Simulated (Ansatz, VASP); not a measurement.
C: VASP beside Ansatz

POSCAR

```
C
1.0
    0.0000000000      1.7833700000      1.7833700000
    1.7833700000      0.0000000000      1.7833700000
    1.7833700000      1.7833700000      0.0000000000
C
2
Direct
    0.7500000000      0.7500000000      0.7500000000
    0.5000000000      0.5000000000      0.5000000000
```

INCAR.step1

```
SYSTEM = C
  PREC = Accurate
  ENCUT = 520
  EDIFF = 1E-5
  ISMEAR = -1
  SIGMA = 0.05
  LREAL = .False.
  LASPH = .True.
  NELM = 80
  ALGO = Normal
  ISIF = 2
  LWAVE = .True.
  LCHARG = .False.
  NBANDS = 11
  GGA = PE
```

Contents of INCAR.step2:

```
SYSTEM = C
  PREC = Accurate
  ENCUT = 520
  EDIFF = 1E-6
  ISMEAR = -1
  SIGMA = 0.05
  LREAL = .False.
  LASPH = .True.
  NELM = 80
  ALGO = Normal
  ISIF = 2
  LWAVE = .False.
  LCHARG = .False.
  GGA = PE
  LHFCALC = .True.
  AEXX = 1.0
  ALDAC = 0.0
  AGGAC = 0.0
  PRECFOCK = Fast
  NBANDS = 11
  ISTART = 1
```

Contents of KPOINTS:

```
regular mesh
0
Gamma
  7 7 7
  0 0 0
```

File KPOINTS_OPT:

```
path GXWKGLUWLK,UX
8
line-mode
reciprocal
 0.0000000000  0.0000000000  0.0000000000  G
 0.5000000000  0.0000000000  0.5000000000  X

 0.5000000000  0.0000000000  0.5000000000  X
 0.5000000000  0.2500000000  0.7500000000  W

 0.5000000000  0.2500000000  0.7500000000  W
 0.3750000000  0.3750000000  0.7500000000  K

 0.3750000000  0.3750000000  0.7500000000  K
 0.0000000000  0.0000000000  0.0000000000  G

 0.0000000000  0.0000000000  0.0000000000  G
 0.5000000000  0.5000000000  0.5000000000  L

 0.5000000000  0.5000000000  0.5000000000  L
 0.6250000000  0.2500000000  0.6250000000  U

 0.6250000000  0.2500000000  0.6250000000  U
 0.5000000000  0.2500000000  0.7500000000  W

 0.5000000000  0.2500000000  0.7500000000  W
 0.5000000000  0.5000000000  0.5000000000  L

 0.5000000000  0.5000000000  0.5000000000  L
 0.3750000000  0.3750000000  0.7500000000  K

 0.6250000000  0.2500000000  0.6250000000  U
 0.5000000000  0.0000000000  0.5000000000  X
```

The input input.yaml:

```yaml
crystal:
  lattice:
    - [0.0, 1.78337, 1.78337]
    - [1.78337, 0.0, 1.78337]
    - [1.78337, 1.78337, 0.0]
  atoms:
    - { symbol: C, position: [0.75, 0.75, 0.75] }
    - { symbol: C, position: [0.5, 0.5, 0.5] }
hamiltonian:
  xc: hf
  pseudopotentials: { kind: paw }
kpoints:
  mp_grid: { grid: [7, 7, 7] }
  band_path:
    path:
      - [[0.0, 0.0, 0.0], [0.5, 0.0, 0.5], [0.5, 0.25, 0.75], [0.375, 0.375, 0.75], [0.0, 0.0, 0.0], [0.5, 0.5, 0.5], [0.625, 0.25, 0.625], [0.5, 0.25, 0.75], [0.5, 0.5, 0.5], [0.375, 0.375, 0.75]]
      - [[0.625, 0.25, 0.625], [0.5, 0.0, 0.5]]
    npoints: 4
scf:
  occupations: { method: fermi_dirac, width: 0.05 }
  n_extra_bands: 6
output:
  forces: true
  stress: true
  eigenvalues: true
  fatbands: false
```

This isn't the form of C at room conditions, which is graphite.

Alike in both runs: task band structure; functional HF; k mesh 7 × 7 × 7; occupations fermi-dirac, width 0.05 eV; no spin polarisation.

|  | VASP | Ansatz |
| --- | --- | --- |
| version | VASP 6.6.1 | Ansatz 0.2.0 |
| potentials or method | VASP PAW PBE potentials, release 64 (C) | Ansatz PAW |
| plane-wave cutoff (eV) | 520 | 420 |
| valence electrons in the cell | 8 | 8 |

|  | VASP | Ansatz | Ansatz less VASP |
| --- | --- | --- | --- |
| gap on the k mesh at the Fermi level (eV) | 12.75 | 12.70 | -0.056 |
| least direct gap on the mesh (eV) | 14.84 | 14.77 | -0.066 |
| pressure (GPa) | -5.8 | -6.5 | -0.79 |

Caveats: the k mesh is coarse (spacing up to 0.44 Å⁻¹), so the values aren't converged, least of all with exact exchange; an unscreened hybrid on a path of extra k points without a Coulomb cutoff has errors near the mesh points, so the bands along the path aren't reliable (VASP); the PAW data sets were made with another functional, which shifts forces and pressure a little (VASP); the k mesh misses the band edges, so the gap on the mesh is wider than the one along the path (Ansatz); the pressure holds a Pulay correction of +0.4 GPa for the finite cutoff (Ansatz); the PAW data sets come from PBE, with cores solved anew for the run's functional, which leaves a small shift of forces and pressure (Ansatz); the thresholds are loose for stress (Ansatz).
